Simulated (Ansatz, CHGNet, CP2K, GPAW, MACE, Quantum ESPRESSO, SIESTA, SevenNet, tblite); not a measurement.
**Running 1T-MgBr2 antidot lattice, bare edges (41 atoms) with tblite**

Aim: run 1T-MgBr2 antidot lattice, bare edges (41 atoms) in tblite and see how near its forces come to a plane-wave reference, and at what cost.

Main program and level: tblite 0.8.0; the method is named at each step.

## 1. The starting structure

The cell holds 41 atoms: 15 Mg and 26 Br. Cell: a = 15.280 Å, b = 13.233 Å, c = 15.000 Å, α = 90.0°, β = 90.0°, γ = 90.0°. It derives from MgBr2 (1T-MgBr2). 1T-MgBr2 (a = 3.82 Å), rectangular cell with x along the zigzag direction; 4 x 2 cells with a hole of radius 3.5 Å, 12 Å of vacuum; not relaxed, displaced by a Gaussian of 0.02 Å. Then every atom was moved at random, 0.03 Å r.m.s. a Cartesian component. Vacuum lies along c. The structure's axis is a.

The yardstick, on the same geometry:

```
method                 : Kohn-Sham DFT, PBE, PAW, plane waves (Ansatz 0.2.0); cutoff 420 eV, Γ point, fermi-dirac smearing of 0.05 eV; PAW set soft_2
r.m.s. force component : 0.2052 eV/Å
longest force          : 0.6469 eV/Å
SCF cycles             : 17
time                   : 12 s on 8 threads of Arm Neoverse V2, shared host
CPU time               : 92 s
```

## 2. GFN1-xTB

Method: GFN1-xTB tight binding, diagonalisation.

Contents of run.py:

```python
import numpy as np
from ase.io import read
from tblite.ase import TBLite

atoms = read("structure.xyz")
atoms.calc = TBLite(method="GFN1-xTB", electronic_temperature=580, accuracy=1.0, max_iterations=250, mixer_damping=0.1, verbosity=1)
energy = atoms.get_potential_energy()
forces = atoms.get_forces()
print(f"energy {energy:.6f} eV")
print("forces (eV/A)")
for i, (a, f) in enumerate(zip(atoms, forces)):
    print(f"{i:4d} {a.symbol:2s} {f[0]:10.5f} {f[1]:10.5f} {f[2]:10.5f}")
print("charges (e)")
print(np.array2string(atoms.get_charges(), precision=4, suppress_small=True, max_line_width=110, threshold=100000))
```

Contents of structure.xyz:

```xyz
41
Lattice="15.28000 0.00000 0.00000 0.00000 13.23287 0.00000 0.00000 0.00000 15.00000" Properties=species:S:1:pos:R:3 pbc="T T T"
Mg 15.26518 13.22268 7.48200
Br 15.26610 2.22140 9.06120
Br 1.88555 1.09092 5.98440
Mg 1.88219 3.32238 7.54545
Br 1.96440 5.49310 9.02235
Br 0.03759 4.42401 6.01725
Mg 15.27496 6.61511 7.49535
Br 0.01497 8.78715 9.03180
Br 1.93628 7.68989 6.06345
Mg 1.90908 9.89938 7.47435
Br 1.95477 12.09696 9.02505
Br 15.25051 11.02986 5.97045
Mg 3.81725 13.19039 7.49775
Br 3.87745 2.21214 8.94990
Br 5.74925 1.11487 5.99970
Mg 5.72740 3.35916 7.50765
Br 3.81404 4.43275 6.02325
Mg 3.85759 6.62318 7.47975
Br 3.80564 8.79218 9.00855
Mg 5.67102 9.90110 7.46370
Br 5.73046 12.09378 9.01995
Br 3.80854 11.04468 6.01320
Mg 7.62166 13.23022 7.53855
Br 7.62625 2.24072 9.00810
Br 9.55581 1.05426 6.02835
Mg 9.59752 3.30001 7.51245
Mg 9.54236 9.87344 7.49400
Br 9.55107 12.09418 8.97990
Br 7.63068 11.06017 6.04905
Mg 11.48552 13.17703 7.54110
Br 11.49499 2.21955 8.96910
Br 13.39048 1.09714 6.00255
Mg 13.41401 3.33323 7.50990
Br 13.35533 5.49191 8.91780
Br 11.45282 4.42600 5.96490
Mg 11.48139 6.63814 7.51140
Br 11.46260 8.77247 9.00000
Br 13.42837 7.73699 5.93610
Mg 13.35014 9.92412 7.51260
Br 13.40652 12.22770 8.99580
Br 11.47513 11.02073 6.02190
```

Started as:

```sh
OMP_NUM_THREADS=1 python run.py > output.txt
```

Log:

```text
------------------------------------------------------------
  cycle        total energy    energy error   density error
------------------------------------------------------------
      1     -111.1444791467  -1.1110643E+02   6.9791936E-01
      2     -112.2534245696  -1.1089454E+00   5.8633631E-01
      3     -112.1615433643   9.1881205E-02   2.9338500E-01
      4     -113.2191517830  -1.0576084E+00   2.3214415E-01
      5     -113.3551827917  -1.3603101E-01   4.6733265E-02
      6     -113.3645704576  -9.3876659E-03   1.4058332E-02
      7     -113.3681882424  -3.6177848E-03   5.7525974E-03
      8     -113.3688501816  -6.6193918E-04   1.3531194E-03
      9     -113.3688622396  -1.2058021E-05   9.7661875E-04
     10     -113.3688742764  -1.2036795E-05   4.6509039E-04
     11     -113.3688730996   1.1767911E-06   3.9170866E-04
     12     -113.3688739315  -8.3189236E-07   2.4495744E-04
     13     -113.3688746397  -7.0826189E-07   1.3964843E-04
     14     -113.3688749516  -3.1186900E-07   1.8876396E-05
------------------------------------------------------------
 total:                                   0.646 sec
energy -3084.924219 eV
forces (eV/A)
   0 Mg    0.22449    0.10586   -0.03208
   1 Br    0.12723   -0.03823   -0.29339
   2 Br    0.07155    0.05500    0.32970
   3 Mg    0.01136   -0.18338    0.02755
   4 Br   -0.16315   -0.07074   -0.01361
   5 Br   -0.06241   -0.04223    0.04968
   6 Mg    0.07156    0.03585    0.03441
   7 Br   -0.11584    0.11151   -0.27595
   8 Br   -0.14578    0.25632   -0.27009
   9 Mg   -0.16791    0.16882    0.12216
  10 Br   -0.15708    0.03442   -0.28941
  11 Br    0.11212   -0.08552    0.31329
  12 Mg    0.03607    0.20974    0.02625
  13 Br   -0.36279   -0.09943    0.12995
  14 Br    0.02731   -0.10318    0.08126
  15 Mg    0.40462    0.42560   -0.09383
  16 Br   -0.19530   -0.19295   -0.54741
  17 Mg    0.70607   -0.04071    0.13202
  18 Br   -0.17451    0.16669    0.49268
  19 Mg    0.43866   -0.52190    0.04452
  20 Br    0.08881    0.14490   -0.02367
  21 Br   -0.22784   -0.07905   -0.21306
  22 Mg    0.00224    0.07795   -0.00958
  23 Br    0.10272   -0.17479    0.38016
[...]
33 Br    0.17817   -0.03011    0.35081
  34 Br    0.17179   -0.08149   -0.33997
  35 Mg   -0.64485   -0.05989   -0.35124
  36 Br    0.36341    0.28490    0.61106
  37 Br   -0.03876    0.10607    0.19413
  38 Mg    0.20224    0.00362   -0.03182
  39 Br   -0.03782   -0.40462    0.04165
  40 Br    0.17469   -0.03661   -0.05817
charges (e)
[ 0.3656 -0.1917 -0.1899  0.3633 -0.1911 -0.182   0.3665 -0.1871 -0.1784  0.3643 -0.1898 -0.1875  0.3645
 -0.1825 -0.191   0.2502 -0.1721  0.2482 -0.1739  0.2458 -0.1878 -0.1766  0.3623 -0.1738 -0.1892  0.2498
  0.2306 -0.1871 -0.1746  0.3677 -0.1836 -0.1902  0.367  -0.1756 -0.1759  0.2475 -0.1699 -0.1914  0.3605
 -0.1799 -0.1814]
```

It took 1.1 s on 1 thread of Arm Neoverse V2, shared host; peak memory 0.17 GiB.

Banners, paths, timers and routine set-up lines are dropped from the logs unmarked, and long logs keep their key lines alone; longer cuts are marked.

Numbers from this run, and their distance from the reference:

| Property | Result |
| --- | --- |
| r.m.s. force component | 0.2329 eV/Å |
| r.m.s. difference of force components | 150.9 meV/Å |
| longest difference of force vectors | 370.4 meV/Å |
| force difference over r.m.s. force | 73.51 % |
| slope of forces against the reference's | 0.8737 |
| correlation of force components | 0.7699 |

Length of the force difference by element (eV/Å):

```
element  atoms  mean  most
     Br     26  0.29  0.37
     Mg     15  0.16  0.37
```

The surroundings of Br17, picked at random, nearest first, numbered as they follow in the input and with coordinates relative to it.

```
atom      x      y      z  distance (Å)  bonds  Mulliken charge (e)     Fx     Fy  Fz (eV/Å)
Br17   0.00   0.00   0.00          0.00      3                -0.17  -0.20  -0.19      -0.55
Mg18   0.04   2.19   1.46          2.63      4                 0.25   0.71  -0.04       0.13
Mg16   1.91  -1.07   1.48          2.65      4                 0.25   0.40   0.43      -0.09
 Mg4  -1.93  -1.11   1.52          2.70      6                 0.36   0.01  -0.18       0.03
Br14   0.06  -2.22   2.93          3.67      3                -0.18  -0.36  -0.10       0.13
 Br5  -1.85   1.06   3.00          3.68      3                -0.19  -0.16  -0.07      -0.01
 Br9  -1.88   3.26   0.04          3.76      3                -0.18  -0.15   0.26      -0.27
 Br6  -3.78  -0.01  -0.01          3.78      3                -0.18  -0.06  -0.04       0.05
Br15   1.94  -3.32  -0.02          3.84      3                -0.19   0.03  -0.10       0.08
 Br3  -1.93  -3.34  -0.04          3.86      3                -0.19   0.07   0.06       0.33
```

Atoms are counted from 1 here, from 0 in the log.

Forces lie 74 % from the reference's, at 0.012 times its CPU time (on 1 against 8 cores).

## 3. Outcome

```yaml
force_difference_from_the_reference: tblite GFN1-xTB, 74 %
its_cpu_time: 1.1 s
```

**Reading.** Tight binding differs by 74 % (tblite GFN1-xTB); it is another model, with fitted parameters of its own, and the xTB methods hold dispersion. One electronic-structure run takes under half the reference's CPU time: tblite GFN1-xTB, at 74 % in 1.1 s against 92 s, too far off to be of use. Periodic xTB results under one method name differ between programs and library versions. The runs have no spin polarisation, so any moments at edges, vacancies or dangling bonds can't form. The electronic-structure runs sample only Γ, in a cell whose shortest periodic width is 13 Å, which is coarse for a cell with partly filled levels.

[Also dropped from logs without a mark: logging warnings of Python, and SIESTA's first energy breakdown and zero terms.]

[Logs are printed without paths, hosts, clocks, repeated set-up lines and the standing remarks that a program may print on its own settings, such as how far it seeks lower states.]

[Hosts, paths, dates, database ids (printed as entryN), source tags and the programs' standing remarks are cut or masked in the printed files.]
